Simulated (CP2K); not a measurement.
**Ca in CP2K: the effect of functional**

Crystal: Ca.

```xyz
1
Lattice="3.9516 0.0000 0.0000 1.9758 3.4222 0.0000 1.9758 1.1407 3.2265" Properties=species:S:1:pos:R:3 pbc="T T T"
Ca    0.0000    0.0000    0.0000
```

Alike in all runs:

| Item | Value |
| --- | --- |
| Program | CP2K 2026.2 |
| Task | atomic charges |
| Potentials or basis | POTENTIAL_UZH Ca GTH-PBE-q10; TZVP-MOLOPT-PBE-GTH basis |
| Density cutoff | 9184 eV |
| k mesh | 8 × 8 × 8 |
| Occupations | fermi-dirac, width 0.05 eV |
| Spin | no spin polarisation |

Problem. One run gave: pressure -1.9 GPa. Which functional did it use?
A. PBE
B. optB88-vdW
C. PW91
D. r2SCAN
E. LDA

Solution. E.

```csv
functional,pressure (GPa)
PBE,-0.5
LDA,-1.9
PBEsol,-1.0
optB88-vdW,-1.2
BLYP,-0.3
PW91,-0.6
r2SCAN,0.0
```

Caveats: the basis of atomic orbitals isn't converged, which shifts pressures, moduli and gaps; the potentials were made for another functional, which shifts forces and pressure (some runs).
